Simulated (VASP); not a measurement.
# CdF2: F into a neighbouring F vacancy, part 4 of 5

How hard is this move in CdF2: F into a neighbouring F vacancy? Both ends are relaxed first, then a band of images between them. The start is a cell from a database of measured crystal structures.

VASP 6.6.1; PBEsol; plane waves and PAW (Cd, F).

So far. Step 3 (Relax the start): The run ended after 14 ionic steps, 0.990 eV below its first step, once the forces on the free atoms met EDIFFG = -0.05. Step 4 (Relax the end): The run ended after 14 ionic steps, 1.060 eV below its first step, once the forces on the free atoms met EDIFFG = -0.05.

## Step 5: Nudged elastic band

Images on a straight line between the ends relax across the path, while springs keep them spaced along it.

This cell carries charge +1, set by NELECT and balanced by a uniform background.

Input file INCAR:

```
SYSTEM = Cd12F23
PREC = Normal
ENCUT = 400
EDIFF = 1E-05
NELM = 120
ISMEAR = 0
SIGMA = 0.05
LREAL = Auto
ALGO = Fast
GGA = PS
NELECT = 304
LWAVE = .FALSE.
LCHARG = .FALSE.
NCORE = 2
IMAGES = 3
SPRING = -5
IBRION = 1
POTIM = 0.3
NSW = 50
EDIFFG = -0.05
ISYM = 0
ISIF = 0
```

Input file POSCAR:

```
Cd12F23
1.0
    0.0000000000      5.3970555238      5.3970555238
    5.3970555238      0.0000000000      5.3970555238
    8.0955832857      8.0955832857      0.0000000000
Cd F
12 23
Direct
    0.9993115709      0.9994045171      0.0022025150
    0.0036134948      0.0037139101      0.3266675623
    0.0014009554      0.0015503814      0.6650944267
    0.9975124694      0.4977792857      0.0022219565
    0.9847906919      0.5043846585      0.3377773323
    0.0040366381      0.4987937711      0.6634535292
    0.4976833126      0.9972577414      0.0022893536
    0.5042567870      0.9847332913      0.3379041951
    0.4987364510      0.0041498921      0.6635048895
    0.5091840721      0.5091402053      0.9824232548
    0.5044156625      0.5042845282      0.3376811387
    0.4964658572      0.4966093388      0.6717230174
    0.3727670021      0.3729056940      0.5890029357
    0.3745219501      0.3741867155      0.9135238244
    0.3764389422      0.8737551949      0.2497714824
    0.3728318033      0.8730762043      0.5856514810
    0.3743085098      0.8790224769      0.9140709189
    0.8737580607      0.3764335752      0.2498171844
    0.8728573306      0.3729901940      0.5857031864
    0.8791778532      0.3745789457      0.9139635368
    0.8742897380      0.8742500082      0.2503509675
    0.8852790231      0.8850756212      0.5642691470
    0.8619222725      0.8620681177      0.9417429024
    0.1248851908      0.1250119785      0.0836258210
    0.1469074820      0.1471299880      0.4014928863
    0.1192151672      0.1189832795      0.7537425392
    0.1494258777      0.6013696366      0.0972136978
    0.1466377598      0.6022744073      0.4040476017
    0.1124338342      0.6354865419      0.7513097320
    0.6016389787      0.1493868724      0.0973175252
    0.6023591316      0.1464478271      0.4041439756
    0.6353157948      0.1123193323      0.7513266034
    0.6020185705      0.6020561508      0.0975961498
    0.6208478006      0.6209146182      0.4240693610
    0.6335534295      0.6338537245      0.7398629337
```

Input file KPOINTS:

```
Automatic mesh
0
Gamma
2 2 1
0 0 0
```

Input file 00/POSCAR:

```
Cd12F23
1.0
    0.0000000000      5.3970555238      5.3970555238
    5.3970555238      0.0000000000      5.3970555238
    8.0955832857      8.0955832857      0.0000000000
Cd F
12 23
Direct
    0.9993115709      0.9994045171      0.0022025150
    0.0036134948      0.0037139101      0.3266675623
    0.0014009554      0.0015503814      0.6650944267
    0.9975124694      0.4977792857      0.0022219565
    0.9847906919      0.5043846585      0.3377773323
    0.0040366381      0.4987937711      0.6634535292
    0.4976833126      0.9972577414      0.0022893536
    0.5042567870      0.9847332913      0.3379041951
    0.4987364510      0.0041498921      0.6635048895
    0.5091840721      0.5091402053      0.9824232548
    0.5044156625      0.5042845282      0.3376811387
    0.4964658572      0.4966093388      0.6717230174
    0.3727670021      0.3729056940      0.5890029357
    0.3745219501      0.3741867155      0.9135238244
    0.3764389422      0.8737551949      0.2497714824
    0.3728318033      0.8730762043      0.5856514810
    0.3743085098      0.8790224769      0.9140709189
    0.8737580607      0.3764335752      0.2498171844
    0.8728573306      0.3729901940      0.5857031864
    0.8791778532      0.3745789457      0.9139635368
    0.8742897380      0.8742500082      0.2503509675
    0.8852790231      0.8850756212      0.5642691470
    0.8619222725      0.8620681177      0.9417429024
    0.1248851908      0.1250119785      0.0836258210
    0.1469074820      0.1471299880      0.4014928863
    0.1192151672      0.1189832795      0.7537425392
    0.1494258777      0.6013696366      0.0972136978
    0.1466377598      0.6022744073      0.4040476017
    0.1124338342      0.6354865419      0.7513097320
    0.6016389787      0.1493868724      0.0973175252
    0.6023591316      0.1464478271      0.4041439756
    0.6353157948      0.1123193323      0.7513266034
    0.6020185705      0.6020561508      0.0975961498
    0.6208478006      0.6209146182      0.4240693610
    0.6335534295      0.6338537245      0.7398629337
```

Input file 01/POSCAR:

```
Cd12F23
1.0
    0.0000000000      5.3970555238      5.3970555238
    5.3970555238      0.0000000000      5.3970555238
    8.0955832857      8.0955832857      0.0000000000
Cd F
12 23
Direct
    1.0000716240      1.0003740481      0.0005305572
    0.0013199065      0.0016153499      0.3273824474
   -0.0015996568     -0.0011848047      0.6699959537
    0.9980870219      0.4972470535      0.0026398366
    0.9873215008      0.5069832888      0.3356763801
    0.0032332660      0.4995820976      0.6639589164
    0.4969213166      0.9981606432      0.0026922399
    0.5067840859      0.9873897394      0.3357727797
    0.4994254902      0.0035688352      0.6639362742
    0.5061913191      0.5063924230      0.9874475516
    0.5020329323      0.5022737626      0.3384288176
    0.4971057924      0.4975016288      0.6701376765
    0.3730046113      0.3733261155      0.5876338476
    0.3757269509      0.3757667901      0.9136209597
    0.3703936058      0.8796443314      0.2531436118
    0.3669307513      0.8792290367      0.5817406096
    0.3773379376      0.8753229440      0.9145278932
    0.8794968275      0.3705913608      0.2530959091
    0.8789137015      0.3672888908      0.5817829598
    0.8752104917      0.3776970166      0.9145311650
    0.8752207832      0.8753456432      0.2485757450
    0.8880082481      0.8880734096      0.5656591362
    0.8627440486      0.8630741344      0.9380833314
    0.1251543716      0.1254589088      0.0822576070
    0.1982671067      0.1985731107      0.3674830812
    0.1204842046      0.1205182753      0.7537435303
    0.1434853599      0.6077496585      0.0933249762
    0.1405514086      0.6081483678      0.4074248249
    0.1153262685      0.6316881222      0.7518165840
    0.6076959530      0.1436727220      0.0933821760
    0.6080380108      0.1406687811      0.4074785924
    0.6313649368      0.1155552144      0.7518358618
    0.6048231281      0.6052972720      0.0989876299
    0.6217949754      0.6220007867      0.4222888370
    0.6342582308      0.6347425655      0.7363498749
```

Input file 02/POSCAR:

```
Cd12F23
1.0
    0.0000000000      5.3970555238      5.3970555238
    5.3970555238      0.0000000000      5.3970555238
    8.0955832857      8.0955832857      0.0000000000
Cd F
12 23
Direct
    1.0008316772      1.0013435791     -0.0011414006
   -0.0009736818     -0.0004832104      0.3280973326
   -0.0046002691     -0.0039199909      0.6748974808
    0.9986615744      0.4967148214      0.0030577167
    0.9898523096      0.5095819190      0.3335754279
    0.0024298940      0.5003704240      0.6644643037
    0.4961593207      0.9990635450      0.0030951262
    0.5093113848      0.9900461875      0.3336413642
    0.5001145294      0.0029877782      0.6643676588
    0.5031985661      0.5036446407      0.9924718485
    0.4996502021      0.5002629970      0.3391764965
    0.4977457276      0.4983939188      0.6685523357
    0.3732422205      0.3737465370      0.5862647595
    0.3769319518      0.3773468648      0.9137180950
    0.3643482694      0.8855334679      0.2565157412
    0.3610296993      0.8853818691      0.5778297382
    0.3803673655      0.8716234111      0.9149848676
    0.8852355943      0.3647491464      0.2563746338
    0.8849700724      0.3615875877      0.5778627331
    0.8712431302      0.3808150876      0.9150987932
    0.8761518283      0.8764412781      0.2468005226
    0.8907374731      0.8910711981      0.5670491253
    0.8635658246      0.8640801512      0.9344237604
    0.1254235523      0.1259058392      0.0808893930
    0.2496267315      0.2500162334      0.3334732760
    0.1217532420      0.1220532712      0.7537445214
    0.1375448421      0.6141296804      0.0894362546
    0.1344650574      0.6140223284      0.4108020480
    0.1182187028      0.6278897024      0.7523234360
    0.6137529274      0.1379585715      0.0894468268
    0.6137168899      0.1348897351      0.4108132093
    0.6274140788      0.1187910964      0.7523451202
    0.6076276858      0.6085383933      0.1003791100
    0.6227421502      0.6230869552      0.4205083131
    0.6349630321      0.6356314065      0.7328368161
```

Input file 03/POSCAR:

```
Cd12F23
1.0
    0.0000000000      5.3970555238      5.3970555238
    5.3970555238      0.0000000000      5.3970555238
    8.0955832857      8.0955832857      0.0000000000
Cd F
12 23
Direct
    1.0015917304      1.0023131101     -0.0028133583
   -0.0032672701     -0.0025817706      0.3288122177
   -0.0076008813     -0.0066551770      0.6797990078
    0.9992361269      0.4961825892      0.0034755968
    0.9923831184      0.5121805492      0.3314744757
    0.0016265219      0.5011587504      0.6649696910
    0.4953973248      0.9999664468      0.0034980125
    0.5118386838      0.9927026356      0.3315099488
    0.5008035687      0.0024067212      0.6647990435
    0.5002058131      0.5008968584      0.9974961454
    0.4972674719      0.4982522314      0.3399241753
    0.4983856628      0.4992862089      0.6669669948
    0.3734798297      0.3741669586      0.5848956715
    0.3781369527      0.3789269394      0.9138152303
    0.3583029330      0.8914226044      0.2598878707
    0.3551286474      0.8915347015      0.5739188668
    0.3833967933      0.8679238782      0.9154418419
    0.8909743611      0.3589069319      0.2596533585
    0.8910264434      0.3558862846      0.5739425065
    0.8672757688      0.3839331586      0.9156664214
    0.8770828734      0.8775369130      0.2450253002
    0.8934666981      0.8940689866      0.5684391145
    0.8643876007      0.8650861680      0.9307641895
    0.1256927330      0.1263527696      0.0795211789
    0.3009863562      0.3014593560      0.2994634709
    0.1230222795      0.1235882670      0.7537455126
    0.1316043243      0.6205097023      0.0855475331
    0.1283787061      0.6198962890      0.4141792712
    0.1211111372      0.6240912827      0.7528302880
    0.6198099018      0.1322444210      0.0855114776
    0.6193957690      0.1291106891      0.4141478262
    0.6234632209      0.1220269785      0.7528543787
    0.6104322434      0.6117795146      0.1017705900
    0.6236893249      0.6241731236      0.4187277891
    0.6356678335      0.6365202476      0.7293237572
```

Input file 04/POSCAR:

```
Cd12F23
1.0
    0.0000000000      5.3970555238      5.3970555238
    5.3970555238      0.0000000000      5.3970555238
    8.0955832857      8.0955832857      0.0000000000
Cd F
12 23
Direct
    1.0023517835      1.0032826411     -0.0044853161
   -0.0055608584     -0.0046803309      0.3295271029
   -0.0106014936     -0.0093903632      0.6847005348
    0.9998106794      0.4956503570      0.0038934769
    0.9949139273      0.5147791795      0.3293735235
    0.0008231499      0.5019470769      0.6654750782
    0.4946353288      1.0008693486      0.0039008988
    0.5143659827      0.9953590837      0.3293785334
    0.5014926079      0.0018256643      0.6652304282
    0.4972130601      0.4981490761      1.0025204422
    0.4948847417      0.4962414658      0.3406718542
    0.4990255980      0.5001784989      0.6653816539
    0.3737174389      0.3745873801      0.5835265834
    0.3793419535      0.3805070141      0.9139123656
    0.3522575966      0.8973117409      0.2632600001
    0.3492275954      0.8976875339      0.5700079954
    0.3864262211      0.8642243453      0.9158988162
    0.8967131279      0.3530647175      0.2629320832
    0.8970828143      0.3501849814      0.5700222799
    0.8633084073      0.3870512295      0.9162340496
    0.8780139186      0.8786325480      0.2432500777
    0.8961959231      0.8970667750      0.5698291036
    0.8652093768      0.8660921847      0.9271046185
    0.1259619138      0.1267996999      0.0781529649
    0.3523459809      0.3529024787      0.2654536658
    0.1242913169      0.1251232628      0.7537465037
    0.1256638065      0.6268897242      0.0816588115
    0.1222923549      0.6257702495      0.4175564944
    0.1240035715      0.6202928630      0.7533371400
    0.6258668761      0.1265302706      0.0815761284
    0.6250746482      0.1233316431      0.4174824430
    0.6195123629      0.1252628606      0.7533636371
    0.6132368010      0.6150206358      0.1031620701
    0.6246364997      0.6252592921      0.4169472652
    0.6363726348      0.6374090886      0.7258106984
```

Potentials, in the order of the species: Cd and F (PBE family, release 64).

Started as:

```bash
$ mpirun -np 6 vasp_std
```

Output:

```text
[banner, memory and clock lines left out]
running    6 mpi-ranks, on    1 nodes
 each image running on    2 cores
 distrk:  each k-point on    2 cores,    1 groups
 distr:  one band on    2 cores,    1 groups

 POSCAR found type information on POSCAR CdF
 01/POSCAR found :  2 types and      35 ions
 [... a notice as in an earlier step ...]

 LDA part: xc-table for (Slater+PW92), standard interpolation
 POSCAR found type information on POSCAR CdF
 00/POSCAR found :  2 types and      35 ions
 POSCAR found type information on POSCAR CdF
 04/POSCAR found :  2 types and      35 ions
 [... a notice as in an earlier step ...]

 POSCAR, INCAR and KPOINTS ok, starting setup
 FFT: planning ... GRIDC
 FFT: planning ... GRID_SOFT
 FFT: planning ... GRID
 WAVECAR not read
 entering main loop
       N       E                     dE             d eps       ncg     rms          rms(c)
DAV:   1     0.254959274885E+04    0.25496E+04   -0.14915E+05  1464   0.140E+03
DAV:   2     0.449689524779E+02   -0.25046E+04   -0.23982E+04  1592   0.416E+02
DAV:   3    -0.148179168036E+03   -0.19315E+03   -0.19123E+03  1616   0.125E+02
DAV:   4    -0.150633484128E+03   -0.24543E+01   -0.24498E+01  1544   0.152E+01
BRMIX: very serious problems
 the old and the new charge density differ
 old charge density:   305.00000 new  304.00000
DAV:   5    -0.150650339689E+03   -0.16856E-01   -0.16850E-01  1592   0.113E+00BRMIX: very serious problems
 the old and the new charge density differ
 old charge density:   305.00000 new  304.00000
    0.324E+01
BRMIX: very serious problems
 the old and the new charge density differ
 old charge density:   305.00000 new  304.00002
RMM:   6    -0.135747233577E+03    0.14903E+02   -0.52048E+01  1456   0.160E+01    0.277E+01
RMM:   7    -0.135481054708E+03    0.26618E+00   -0.34340E+00  1456   0.460E+00    0.138E+01
RMM:   8    -0.135189835245E+03    0.29122E+00   -0.67401E-01  1456   0.240E+00    0.606E+00
RMM:   9    -0.135178878269E+03    0.10957E-01   -0.14731E-01  1456   0.140E+00    0.561E-01
RMM:  10    -0.135182659148E+03   -0.37809E-02   -0.66031E-02  1456   0.524E-01    0.582E-01
RMM:  11    -0.135183125594E+03   -0.46645E-03   -0.85194E-03  1456   0.272E-01    0.110E-01
RMM:  12    -0.135183460946E+03   -0.33535E-03   -0.14412E-03  1456   0.858E-02    0.767E-02
RMM:  13    -0.135183472676E+03   -0.11729E-04   -0.39383E-04  1439   0.441E-02    0.184E-02
RMM:  14    -0.135183483519E+03   -0.10844E-04   -0.53097E-05  1065   0.138E-02    0.107E-02
RMM:  15    -0.135183488999E+03   -0.54795E-05   -0.24074E-05   989   0.104E-02
   1 F= -.13518349E+03 E0= -.13518349E+03  d E =-.135183E+03
 BRION: g(F)=  0.539E+00 g(S)=  0.000E+00
 bond charge predicted
       N       E                     dE             d eps       ncg     rms          rms(c)
DAV:   1    -0.135247226939E+03   -0.63743E-01   -0.32015E+01  1520   0.132E+01    0.915E-01
RMM:   2    -0.135263923364E+03   -0.16696E-01   -0.23344E-01  1456   0.134E+00    0.461E-01
RMM:   3    -0.135263726572E+03    0.19679E-03   -0.20941E-02  1456   0.396E-01    0.206E-01
RMM:   4    -0.135263270460E+03    0.45611E-03   -0.33998E-03  1456   0.148E-01    0.923E-02
RMM:   5    -0.135263193758E+03    0.76702E-04   -0.76326E-04  1452   0.653E-02    0.254E-02
RMM:   6    -0.135263208141E+03   -0.14383E-04   -0.96689E-05  1306   0.224E-02    0.126E-02
RMM:   7    -0.135263214404E+03   -0.62638E-05   -0.22015E-05   931   0.105E-02
   2 F= -.13526321E+03 E0= -.13526321E+03  d E =-.797254E-01
[... from here on, the cycles between the ionic steps are left out ...]
   3 F= -.13528900E+03 E0= -.13528900E+03  d E =-.257829E-01
   4 F= -.13529778E+03 E0= -.13529778E+03  d E =-.878143E-02
   5 F= -.13531029E+03 E0= -.13531029E+03  d E =-.125153E-01
   6 F= -.13531495E+03 E0= -.13531495E+03  d E =-.465216E-02
   7 F= -.13532254E+03 E0= -.13532254E+03  d E =-.759485E-02
   8 F= -.13532726E+03 E0= -.13532726E+03  d E =-.472189E-02
   9 F= -.13533064E+03 E0= -.13533064E+03  d E =-.337876E-02
  10 F= -.13533273E+03 E0= -.13533273E+03  d E =-.208976E-02
 BRION: g(F)=  0.173E-02 g(S)=  0.000E+00
 BRIONS problems: POTIM should be increased
 retain N=  1 mean eig= 8.32
 eig:   8.320
 bond charge predicted
       N       E                     dE             d eps       ncg     rms          rms(c)
DAV:   1    -0.135326631560E+03    0.61000E-02   -0.57969E+00  1456   0.696E+00    0.344E-01
RMM:   2    -0.135336227152E+03   -0.95956E-02   -0.10295E-01  1456   0.858E-01    0.107E-01
RMM:   3    -0.135336054257E+03    0.17290E-03   -0.49305E-03  1456   0.219E-01    0.668E-02
RMM:   4    -0.135336028759E+03    0.25497E-04   -0.65479E-04  1455   0.686E-02    0.323E-02
RMM:   5    -0.135336027247E+03    0.15121E-05   -0.96873E-05  1384   0.259E-02
  11 F= -.13533603E+03 E0= -.13533603E+03  d E =-.329581E-02
 BRION: g(F)=  0.125E-02 g(S)=  0.000E+00
 BRIONS problems: POTIM should be increased
 retain N=  1 mean eig=11.68
 eig:  11.682
 reached required accuracy - stopping structural energy minimisation
```

Elapsed: 19 min, on 6 MPI ranks of AMD EPYC 7R13 (Zen 3), shared host; peak memory 1.5 GiB.

(Part 4 of 5 ends here.)

[Lines on the potential files, build, host, timing and source positions are cut from VASP's logs without a mark.]

[Logs are printed without paths, hosts, clocks, repeated set-up lines and the standing remarks that a program may print on its own settings, such as how far it seeks lower states.]

[Hosts, paths, dates, database ids (printed as entryN), source tags and the programs' standing remarks are cut or masked in the printed files.]

[Runs that stopped without an error message from VASP are left out.]
